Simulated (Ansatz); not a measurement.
## Energy landscape near a Hf structure

Level of theory: DFT PBE, scalar-relativistic, plane waves, PAW (Ansatz).

Cutoff 420 eV; k points 14×14×14 on the computed 1-atom cell (Γ-centred); Gaussian smearing, width 0.10 eV; no spin polarisation.

Reference cell:

```
CELL_PARAMETERS angstrom
0.00000 2.22000 2.22000
2.22000 0.00000 2.22000
2.22000 2.22000 0.00000
ATOMIC_POSITIONS crystal
Hf 0.00000 0.00000 0.00000
```

Each variant moves atoms of this cell by the vectors given, if any (Å), and then applies a symmetric strain (tensor components, Cartesian axes). The reference cell isn't relaxed at this level. Energies are per atom at zero smearing, counted from the lowest variant. Pressure is positive in compression.

1. strain (xx yy zz yz xz xy, %) 2.51 5.51 5.51 0.41 -0.72 0.72
2. strain (xx yy zz yz xz xy, %) -3.50 -3.58 -3.98 -0.50 -0.27 0.48
3. strain (xx yy zz yz xz xy, %) 0.89 1.58 0.89 -4.00 2.76 -4.00
4. strain (xx yy zz yz xz xy, %) 3.31 3.31 2.04 4.00 -4.00 1.63
5. strain (xx yy zz yz xz xy, %) 0.48 1.98 1.98 0.00 0.00 0.00

```json
{"variant": "1", "ΔE (meV/atom)": "71.9", "P (GPa)": "-8.67", "space group": "C2/m"}
{"variant": "2", "ΔE (meV/atom)": "154.3", "P (GPa)": "18.41", "space group": "P-1"}
{"variant": "3", "ΔE (meV/atom)": "63.4", "P (GPa)": "0.34", "space group": "C2/m"}
{"variant": "4", "ΔE (meV/atom)": "76.3", "P (GPa)": "-4.39", "space group": "C2/m"}
{"variant": "5", "ΔE (meV/atom)": "0.0", "P (GPa)": "-1.29", "space group": "I4/mmm"}
```

Spin–orbit coupling is left out, which can shift energies with elements as heavy as these.

This fcc form isn't the element's structure at ambient conditions.